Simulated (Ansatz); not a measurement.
## Zr3N4, one structure, two calculations

Cell: an entry of the Crystallography Open Database (COD) whose atoms were relaxed with PBE, the cell held.

```cif
data_Zr3N4
_symmetry_space_group_name_H-M 'I-43d'
_symmetry_Int_Tables_number 220
_cell_length_a 6.7400
_cell_length_b 6.7400
_cell_length_c 6.7400
_cell_angle_alpha 90.000
_cell_angle_beta 90.000
_cell_angle_gamma 90.000
loop_
_atom_site_label
_atom_site_type_symbol
_atom_site_symmetry_multiplicity
_atom_site_Wyckoff_symbol
_atom_site_fract_x
_atom_site_fract_y
_atom_site_fract_z
Zr Zr 12 a 0.3750 0.0000 0.2500
N N 16 c 0.0687 0.0687 0.0687
```

One atom of each set is listed; the run and its k-mesh use a cell of 14 atoms with edges of 5.84, 5.84, 5.84 Å.

First run. Method: Kohn–Sham DFT in Ansatz, PBE, plane waves and PAW, scalar-relativistic, 420 eV cutoff, Γ-centred 6×6×6 k-points, Fermi–Dirac smearing 0.02 eV.

```json
{"site": "Zr", "V_zz (10²¹ V/m²)": "9.98", "η": "0.00"}
{"site": "N", "V_zz (10²¹ V/m²)": "0.57", "η": "0.00"}
```

Second run. The same atoms and settings, except that the functional is r2SCAN and the cutoff is 500 eV.

Task: Given the first result, estimate the second.

Result: 

```
site   V_zz     η  change of V_zz
  Zr  10.11  0.00           +0.13
   N   0.61  0.00           +0.04
```

The largest change of V_zz is on Zr, from 9.98 to 10.11. In per cent, |V_zz| changes by +1 on Zr, +7 on N (all sites that start above 0.5).

Without spin–orbit coupling (the program notes it for Zr) the gradients can shift somewhat, as the gap is small.
For the first run: With a gap of 0.7 eV on this mesh, small gradients can still move by 0.1 × 10²¹ V/m² or more as the k-mesh gets denser.
